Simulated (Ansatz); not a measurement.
The system is Nb.

```xyz
1
Lattice="-1.6640 1.6640 1.6640 1.6640 -1.6640 1.6640 1.6640 1.6640 -1.6640" Properties=species:S:1:pos:R:3 pbc="T T T"
Nb    0.0000    0.0000    0.0000
```

```yaml
Program: Ansatz 0.2.0
Task: relaxation of cell and atoms
Functional: PBE
Dispersion: D3(BJ)
Potentials_or_basis: all-electron LAPW, scalar-relativistic
Basis_error_allowed: 0.001 eV/atom
k_mesh: 11 × 11 × 11
Occupations: fermi-dirac, width 0.05 eV
Spin: no spin polarisation
```

At the start: volume 18.43 Å³/atom.

**Question.** How do energy, volume and symmetry change on relaxing?

**Answer.** Over 4 steps the energy falls by 25.7 meV/atom and the volume is 17.50 Å³/atom (-5.0 %); space group Im-3m (No. 229, to 0.05 Å).

Step by step:
```
step  energy change (eV)  largest force (eV/Å)  volume (Å³)
   1              0.0000                0.0000        18.43
   2             -0.0254                0.0000        17.58
   3             -0.0257                0.0000        17.50
   4             -0.0257                0.0000        17.50
```

Final structure:
```
CELL_PARAMETERS angstrom
-1.63552 1.63552 1.63552
1.63552 -1.63552 1.63552
1.63552 1.63552 -1.63552
ATOMIC_POSITIONS crystal
Nb 0.00000 0.00000 0.00000
```
